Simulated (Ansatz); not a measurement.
RbCl (Fm-3m) from a database structure, relaxed with r2SCAN: the symmetry is Fm-3m (No. 225, cubic); a = 6.612 Å in the conventional setting, 36.13 Å³ an atom. Around Rb lie 6 Cl at 3.31 Å; around Cl lie 6 Rb at 3.31 Å. One-shot G0W0@PBE in Ansatz 0.2.0 on a 4×4×4 mesh (contour deformation, no spin-orbit coupling), from a PBE gap of 4.957 eV over the mesh points (the G0W0 gap is direct on the mesh); the number N of bands summed and the screening cutoff rise together. The values are computed, spin-unpolarised, and not measurements.

```
  N  cutoff (eV)  1000/N  G0W0 gap (eV)
223          120   4.484          7.567
543          220   1.842          7.715
```

**Lay a straight line in 1000/N through these rows.** The slope is -0.0560 eV per unit of 1000/N and the intercept 7.818 eV.

**Predict the gap at N = 991 (300 eV).** 7.818 + (-0.0560) × 1.009 = 7.761 eV; the run gives 7.766 eV, +0.005 eV from the line.

**With that run's result added, what limit do the last two rows suggest?** Their slope is (7.766 − 7.715)/(1.009 − 1.842) = -0.0612, which meets 1/N = 0 at 7.83 eV, against 7.818 eV from the first line. The two lines nearly agree; the k mesh isn't extrapolated.
